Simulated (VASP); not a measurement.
# GaSb in VASP: a series of runs

GaSb is run at these levels: PBE; tasks: single point.

Program: VASP 6.6.1. These are calculated values, not measurements. Logs are shortened: lines on timing, memory, paths and dates and some standing lists are left out, and cuts for length are marked.

**Experimental background.**

A printed reference work, data compilation reports, for a bulk crystal of GaSb at 4.2 K: band gap 0.811 eV (direct).

The runs below are set against these values where they give the same quantity.

### 1 The cell of the first run

It takes space group F-43m (No. 216, cubic). The conventional cell has a = 6.214 Å, b = 6.214 Å, c = 6.214 Å, α = 90.00°, β = 90.00°, γ = 90.00°. Ga (site symmetry -43m) has 4 Sb at 2.69 Å within 3.5 Å. Within 3.5 Å of Sb (site symmetry -43m) lie 4 Ga at 2.69 Å.

### 2 Single point, PBE

INCAR

```
SYSTEM = GaSb
PREC     = Accurate       ! precision mode
ENCUT    = 500            ! plane-wave cutoff, eV
EDIFF    = 1E-6           ! SCF threshold, eV
ISMEAR   = 0              ! smearing method
SIGMA    = 0.15           ! smearing width, eV
LREAL    = .FALSE.        ! projectors in reciprocal space
LASPH    = .TRUE.         ! aspherical terms in the spheres
NELM     = 120            ! most SCF steps
ALGO     = Normal         ! electronic algorithm
ISIF     = 2              ! what is computed and relaxed
LWAVE    = .FALSE.        ! write WAVECAR
LCHARG   = .TRUE.         ! write CHGCAR
GGA      = PE             ! functional
LELF     = .TRUE.         ! ELF
LVHAR    = .TRUE.       
NBANDS   = 16             ! bands
GGA_COMPAT= .FALSE.
```

KPOINTS

```
Automatic mesh
0
G
  12 12 12
  0 0 0
```

POSCAR

```
GaSb
1.0
    0.0000000000      3.1069206285      3.1069206285
    3.1069206285      0.0000000000      3.1069206285
    3.1069206285      3.1069206285      0.0000000000
Ga Sb
1 1
Direct
    0.0000000000      0.0000000000      0.0000000000
    0.7500000000      0.7500000000      0.7500000000
```

Potentials or basis: VASP PAW PBE potentials, release 64 (Ga_d, Sb).

On the command line:

```console
$ cat potpaw_PBE.64/Ga_d/POTCAR potpaw_PBE.64/Sb/POTCAR > POTCAR
$ mpirun -np 1 vasp_std > vasp.out
```

OUTCAR:

```text
SYSTEM = GaSb
   PREC = Accurate
   ENCUT = 500
   EDIFF = 1E-6
   ISMEAR = 0
   LREAL = .FALSE.
   LASPH = .TRUE.
   NELM = 120
   ISIF = 2
   GGA = PE

 ion  position               nearest neighbor table
   1  0.000  0.000  0.000-   2 2.69   2 2.69   2 2.69   2 2.69
   2  0.750  0.750  0.750-   1 2.69   1 2.69   1 2.69   1 2.69

  LATTYP: Found a face centered cubic cell.
 ALAT       =     6.2138412570

  Lattice vectors:

 A1 = (   0.0000000000,   3.1069206285,   3.1069206285)
 A2 = (   3.1069206285,   0.0000000000,   3.1069206285)
 A3 = (   3.1069206285,   3.1069206285,   0.0000000000)

Analysis of symmetry for initial positions (statically):
=====================================================================
 Subroutine PRICEL returns:
 Original cell was already a primitive cell.

 Routine SETGRP: Setting up the symmetry group for a
 face centered cubic supercell.

 Subroutine GETGRP returns: Found 24 space group operations
 (whereof 24 operations were pure point group operations)
 out of a pool of 48 trial point group operations.

The static configuration has the point symmetry T_d .

Analysis of symmetry for dynamics (positions and initial velocities):
=====================================================================
 Subroutine PRICEL returns:
 Original cell was already a primitive cell.

 Routine SETGRP: Setting up the symmetry group for a
 face centered cubic supercell.

 Subroutine GETGRP returns: Found 24 space group operations
 (whereof 24 operations were pure point group operations)
 out of a pool of 48 trial point group operations.

The dynamic configuration has the point symmetry T_d .

 Subroutine INISYM returns: Found 24 space group operations
 (whereof 24 operations are pure point group operations),
 and found     1 'primitive' translations

----------------------------------------------------------------------------------------

                                     Primitive cell

  volume of cell :      59.9819

  direct lattice vectors                    reciprocal lattice vectors
     0.000000000  3.106920629  3.106920629    -0.160931050  0.160931050  0.160931050
     3.106920629  0.000000000  3.106920629     0.160931050 -0.160931050  0.160931050
     3.106920629  3.106920629  0.000000000     0.160931050  0.160931050 -0.160931050

  length of vectors
     4.393849290  4.393849290  4.393849290     0.278740756  0.278740756  0.278740756

  position of ions in fractional coordinates (direct lattice)
     0.000000000  0.000000000  0.000000000
     0.750000000  0.750000000  0.750000000

  ion indices of the primitive-cell ions
   primitive index   ion index
                 1           1
                 2           2

----------------------------------------------------------------------------------------

 KPOINTS: Automatic mesh

Automatic generation of k-mesh.
 Grid dimensions read from file:
 generate k-points for:   12   12   12

 Generating k-lattice:

  Cartesian coordinates                     Fractional coordinates (reciprocal lattice)
    -0.013410921  0.013410921  0.013410921     0.083333333  0.000000000  0.000000000
     0.013410921 -0.013410921  0.013410921     0.000000000  0.083333333  0.000000000
     0.013410921  0.013410921 -0.013410921     0.000000000  0.000000000  0.083333333

  Length of vectors
     0.023228396  0.023228396  0.023228396

  Shift w.r.t. Gamma in fractional coordinates (k-lattice)
     0.000000000  0.000000000  0.000000000

 Subroutine IBZKPT returns following result:
 ===========================================

 Found     72 irreducible k-points:

 Following reciprocal coordinates:
            Coordinates               Weight
  0.000000  0.000000  0.000000      1.000000
  0.083333  0.000000  0.000000      8.000000
  0.166667  0.000000  0.000000      8.000000
  0.250000  0.000000  0.000000      8.000000
  0.333333  0.000000  0.000000      8.000000
  0.416667  0.000000  0.000000      8.000000
[... 16 lines left out ...]
  0.500000  0.166667  0.000000     24.000000
 -0.416667  0.166667  0.000000     24.000000
 [... further k-points ...]
   k-points           NKPTS =     72   k-points in BZ     NKDIM =     72   number of bands    NBANDS=     16
   number of dos      NEDOS =    301   number of ions     NIONS =      2
   total plane-waves  NPLWV =  32768
   dimension x,y,z NGX =    32 NGY =   32 NGZ =   32
   dimension x,y,z NGXF=    64 NGYF=   64 NGZF=   64
   ions per type =               1   1
   NGX,Y,Z   is equivalent  to a cutoff of  12.11, 12.11, 12.11 a.u.
   NGXF,Y,Z  is equivalent  to a cutoff of  24.22, 24.22, 24.22 a.u.
 SYSTEM =  GaSb
   PREC   = accura    normal or accurate (medium, high low for compatibility)
   ISTART =      0    job   : 0-new  1-cont  2-samecut
   ICHARG =      2    charge: 1-file 2-atom 10-const
   ISPIN  =      1    spin polarized calculation?
   LNONCOLLINEAR =      F non collinear calculations
   LSORBIT =      F    spin-orbit coupling
   LASPH  =      T    aspherical Exc in radial PAW
   ENCUT  =  500.0 eV  36.75 Ry    6.06 a.u.   8.01  8.01  8.01*2*pi/ulx,y,z
   NELM   =    120;   NELMIN=  2; NELMDL= -5     # of ELM steps
   EDIFF  = 0.1E-05   stopping-criterion for ELM
   LREAL  =      F    real-space projection
   EDIFFG = 0.1E-04   stopping-criterion for IOM
   NSW    =      0    number of steps for IOM
   IBRION =     -1    ionic relax: 0-MD 1-quasi-New 2-CG
   NFREE  =      0    steps in history (QN), initial steepest desc. (CG)
   ISIF   =      2    stress and relaxation
   ISYM   =      2    0-nonsym 1-usesym 2-fastsym
   POTIM  = 0.5000    time-step for ionic-motion
   TEBEG  =    0.0;   TEEND  =   0.0 temperature during run
   PSTRESS=    0.0 pullay stress
   NELECT =      18.0000    total number of electrons
   NUPDOWN=      -1.0000    fix difference up-down
   EMIN   =  10.00;   EMAX   =-10.00  energy-range for DOS
   EFERMI =   0.00;   METHOD = LEGACY
   ISMEAR =     0;   SIGMA  =   0.15  broadening in eV -4-tet -1-fermi 0-gaus
   EFERMI_NEDOS =   21; number of points for ismear=-14 and -15
   IALGO  =     38    algorithm
   IMIX   =      4    mixing-type and parameters
     AMIX     =   0.40;   BMIX     =  1.00
     AMIX_MAG =   1.60;   BMIX_MAG =  1.00
  volume/ion in A,a.u.               =      29.99       202.39
  Fermi-wavevector in a.u.,A,eV,Ry     =   1.096038  2.071211 16.344661  1.201299
  Thomas-Fermi vector in A             =   2.232372
   LORBIT       =      0    0 simple, 1 ext, 2 COOP (PROOUT), +10 PAW based schemes
   GGA     = PE    functional components
   LHFCALC =     F    Hartree Fock is set to
   AEXX    =    0.0000 exact exchange contribution
   IVDW    =     0    specifies the selected vdW correction
   LEPSILON=     F    determine dielectric tensor
   LRPA    =     F    only Hartree local field effects (RPA)
 non-spin polarized calculation
 Gauss-broadening in eV      SIGMA  =   0.15
  energy-cutoff  :      500.00
  volume of cell :       59.98
 maximum number of plane-waves:      1540
   NGX = 17   NGY = 17   NGZ = 17

 number of electron      18.0000015 magnetization

 Free energy of the ion-electron system (eV)
  ---------------------------------------------------
  ext. energy  EPLUGINS =         0.00000000
  ---------------------------------------------------
  free energy    TOTEN  =        -7.37309414 eV

  energy without entropy =       -7.37277155  energy(sigma->0) =       -7.37293285

 E-fermi :   4.5023     XC(G=0):  -8.8874

 val. band max:        4.4041168727   @ k =   0.0000   0.0000   0.0000
 cond. band min:       4.7147963452   @ k =   0.5000   0.0000   0.0000
 fundamental gap:      0.3106794725
 Fermi energy:         4.5022766037

 k-point     1 :       0.0000    0.0000    0.0000
  band No.  band energies     occupation
      1     -10.5435      2.00000
      2     -10.5435      2.00000
      3     -10.5435      2.00000
      4     -10.5006      2.00000
      5     -10.5006      2.00000
      6      -6.7576      2.00000
[... 8 lines left out ...]
     15      12.9078      0.00000
     16      12.9078      0.00000

 k-point     2 :       0.0833    0.0000    0.0000
  band No.  band energies     occupation
      1     -10.5451      2.00000
      2     -10.5428      2.00000
      3     -10.5428      2.00000
      4     -10.5006      2.00000
      5     -10.5006      2.00000
      6      -6.6902      2.00000
[... 8 lines left out ...]
     15      12.4320      0.00000
     16      12.4320      0.00000

 k-point     3 :       0.1667    0.0000    0.0000
  band No.  band energies     occupation
      1     -10.5493      2.00000
      2     -10.5409      2.00000
      3     -10.5409      2.00000
      4     -10.5008      2.00000
      5     -10.5008      2.00000
      6      -6.4922      2.00000
[... 8 lines left out ...]
     15      11.9782      0.00000
     16      11.9782      0.00000

 k-point     4 :       0.2500    0.0000    0.0000
  band No.  band energies     occupation
      1     -10.5549      2.00000
      2     -10.5386      2.00000
      3     -10.5386      2.00000
      4     -10.5008      2.00000
      5     -10.5008      2.00000
      6      -6.1792      2.00000
[... 8 lines left out ...]
     15      11.9499      0.00000
     16      11.9499      0.00000
[... 324 lines left out ...]
 k-point    22 :       0.4167    0.1667    0.0000
  band No.  band energies     occupation
      1     -10.5668      2.00000
      2     -10.5332      2.00000
      3     -10.5319      2.00000
      4     -10.5036      2.00000
      5     -10.4992      2.00000
      6      -5.4393      2.00000
[... 8 lines left out ...]
     15      13.3435      0.00000
     16      14.1345      0.00000

 k-point    23 :       0.5000    0.1667    0.0000
  band No.  band energies     occupation
      1     -10.5688      2.00000
      2     -10.5325      2.00000
      3     -10.5313      2.00000
      4     -10.5028      2.00000
      5     -10.4997      2.00000
      6      -5.1220      2.00000
[... 8 lines left out ...]
     15      13.9617      0.00000
     16      14.1862      0.00000

 k-point    24 :      -0.4167    0.1667    0.0000
  band No.  band energies     occupation
      1     -10.5687      2.00000
      2     -10.5325      2.00000
      3     -10.5318      2.00000
      4     -10.5018      2.00000
      5     -10.5005      2.00000
      6      -5.0705      2.00000
[... 8 lines left out ...]
     15      12.9880      0.00000
     16      13.4326      0.00000

 [... further k-points ...]

------------------------ aborting loop because EDIFF is reached ----------------------------------------

  FORCE on cell =-STRESS in cart. coord.  units (eV):
  Direction    XX          YY          ZZ          XY          YZ          ZX
  --------------------------------------------------------------------------------------
  -------------------------------------------------------------------------------------
  Total        0.0253327      0.0253327      0.0253327      0.0000000      0.0000000      0.0000000
  in kB        0.6766614      0.6766614      0.6766614      0.0000000      0.0000000      0.0000000
  external PRESSURE =       0.6766614 kB  Pullay stress =       0.0000000 kB

 VOLUME and BASIS-vectors are now :
 -----------------------------------------------------------------------------
  energy-cutoff  :      500.00
  volume of cell :       59.98
      direct lattice vectors                 reciprocal lattice vectors
     0.000000000  3.106920629  3.106920629    -0.160931050  0.160931050  0.160931050
     3.106920629  0.000000000  3.106920629     0.160931050 -0.160931050  0.160931050
     3.106920629  3.106920629  0.000000000     0.160931050  0.160931050 -0.160931050

 POSITION                                       TOTAL-FORCE (eV/Angst)
 -----------------------------------------------------------------------------------
      0.00000      0.00000      0.00000        -0.000000     -0.000000     -0.000000
      4.66038      4.66038      4.66038         0.000000      0.000000      0.000000
 -----------------------------------------------------------------------------------
    total drift:                               -0.000001     -0.000001     -0.000001

  FREE ENERGIE OF THE ION-ELECTRON SYSTEM (eV)
  ---------------------------------------------------
  free  energy   TOTEN  =        -7.3730941442 eV

  energy  without entropy=       -7.3727715506  energy(sigma->0) =       -7.37293285
```

Run time: 40 s. Hardware: 1 thread of Intel Xeon 6975P-C, shared host; peak memory 0.22 GiB.

Results:

| Quantity | Value |
| --- | --- |
| Free energy | -7.3731 eV |
| Pressure | 0.1 GPa |
| Band gap on the k mesh | zero (filled and empty bands touch) |

Levels at points of the mesh, in eV from the Fermi level:
```
           k point  band 5  band 6  band 7  band 8  band 9  band 10  band 11  band 12  band 13  band 14
(0.00, 0.00, 0.00)  -15.00  -11.26   -0.39   -0.10   -0.10    -0.10     2.69     2.69     2.69     5.66
(0.50, 0.00, 0.00)  -15.00   -9.75   -6.24   -1.18   -1.18     0.21     3.65     3.65     6.39     8.96
(0.50, 0.50, 0.00)  -15.00   -8.99   -6.70   -2.51   -2.51     0.85     1.24     8.28     8.28     9.58
```

Caveat: spin-orbit coupling is left out, which moves the levels of the heavy elements.

### 3 Single point, PBE

INCAR

```
SYSTEM = GaSb
ALGO = Normal
EDIFF = 1E-6
ENCUT = 500
GGA = PE
GGA_COMPAT = .FALSE.
ISIF = 2
ISMEAR = 0
LASPH = .TRUE.
LCHARG = .FALSE.
LREAL = .FALSE.
LWAVE = .FALSE.
NBANDS = 16
NELM = 120
PREC = Accurate
SIGMA = 0.15
```

KPOINTS

```
k-points
0
G
  12 12 12
  0 0 0
```

POSCAR

```
GaSb
1.0
    0.0000000000      3.2209446156      3.0499086350
    3.0499086350      0.0000000000      3.0499086350
    3.0499086350      3.2209446156      0.0000000000
Ga Sb
1 1
Direct
    0.0000000000      0.0000000000      0.0000000000
    0.7500000000      0.7500000000      0.7500000000
```

Potentials or basis: VASP PAW PBE potentials, release 64 (Ga_d, Sb).

On the command line:

```console
$ cat potpaw_PBE.64/Ga_d/POTCAR potpaw_PBE.64/Sb/POTCAR > POTCAR
$ mpirun -np 1 vasp_std > vasp.out
```

It took 78 s on 1 thread of Intel Xeon 6975P-C, shared host; peak memory 0.29 GiB.

Results (log left out):

| Item | Value |
| --- | --- |
| Free energy | -7.3567 eV |
| Pressure | 0.1 GPa |
| Band gap on the k mesh | zero (filled and empty bands touch) |

Stress tensor (GPa, compression positive):
```
 0.93  0.00  0.00
 0.00 -1.55  0.00
 0.00  0.00  0.93
```

Levels at points of the mesh, in eV from the Fermi level:
```tsv
k point	band 6	band 7	band 8	band 9	band 10	band 11	band 12	band 13
(0.00, 0.00, 0.00)	-11.31	-0.45	-0.37	-0.04	-0.04	2.60	2.60	2.76
(0.50, 0.00, 0.00)	-9.80	-6.29	-1.43	-1.02	0.13	3.51	3.74	6.37
(0.50, 0.50, 0.00)	-8.98	-6.67	-2.68	-2.64	0.67	1.09	8.10	8.13
(0.50, 0.00, 0.50)	-9.16	-6.91	-2.35	-2.35	1.07	1.41	8.19	8.19
```

Caveat: the cell differs from its parent crystal (strain +e along x and -e along y +0.0000, strain +e along z and -e/2 along x and y +0.0367); spin-orbit coupling is left out, which moves the levels of the heavy elements.

### 4 Against experiment

Step 2. A measured gap of GaSb is 0.811 eV (direct; 4.2 K; a printed reference work, data compilation); the calculated 0.00 eV misses it by -0.81 eV. Spin-orbit coupling on Ga, Sb is left out. The value is that of PBE on a finite k mesh, which can miss the band edges, without temperature or zero-point motion. Semilocal functionals fall short of measured gaps as a rule.
